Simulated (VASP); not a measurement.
Set up this calculation in VASP 6.6.1, as the native input.

```yaml
Task: relaxation of cell and atoms
Functional: PBEsol
Potentials_or_basis: VASP PAW PBE potentials, release 64 (Zr_sv, O_s)
Cutoff: 480 eV
k_mesh: 8 × 8 × 8
Occupations: gaussian, width 0.02 eV
Spin: no spin polarisation
Further_INCAR_settings: ALGO = Normal; EDIFF = 1e-07; IBRION = 2; EDIFFG = -0.005; NSW = 90; ISIF = 3
```

The structure of ZrO2 lies in POSCAR:

```
ZrO2
1.0
    0.0000000000      2.5450727100      2.5450727100
    2.5450727100      0.0000000000      2.5450727100
    2.5450727100      2.5450727100      0.0000000000
Zr O
1 2
Direct
    0.0000000000      0.0000000000      0.0000000000
    0.2500000000      0.2500000000      0.2500000000
    0.7500000000      0.7500000000      0.7500000000
```

Measurements of this composition are mostly on another form, of space group No. 14.

One way to write it, as run:

INCAR

```
PREC = Accurate
ENCUT = 480
EDIFF = 1E-7
ISMEAR = 0
SIGMA = 0.02
LREAL = F
LASPH = T
NELM = 80
ALGO = Normal
ISIF = 3
LWAVE = F
LCHARG = F
GGA = PS
IBRION = 2
NSW = 90
EDIFFG = -0.005
```

KPOINTS

```
regular mesh
0
Gamma
  8 8 8
```

Potentials or basis: VASP PAW PBE potentials, release 64 (Zr_sv, O_s).

Run with:

```sh
$ cat potpaw_PBE.64/Zr_sv/POTCAR potpaw_PBE.64/O_s/POTCAR > POTCAR
$ mpirun -np 1 vasp_std > vasp.out
```

Results of the run:

```yaml
Relaxed_volume: 10.84 Å³/atom
Relaxed_cell: a = 3.583 Å, b = 3.583 Å, c = 3.583 Å, α = 60.00°, β = 60.00°, γ = 60.00°
Space_group_after_relaxing_to_0.05_Å: Fm-3m (No. 225)
Energy_gained_by_relaxing: 1.6 meV/atom
Ionic_steps: 3
Pressure_after_relaxing: 0.0 GPa
Band_gap_on_the_k_mesh: 3.32 eV, indirect (least direct gap 3.76 eV)
```

Caveat: the PAW data sets were made with another functional, which shifts forces and pressure a little.

Run time: 22 s on 1 thread of Intel(R) Xeon(R) 6975P-C (Granite Rapids) (shared host), peak memory 0.16 GiB.
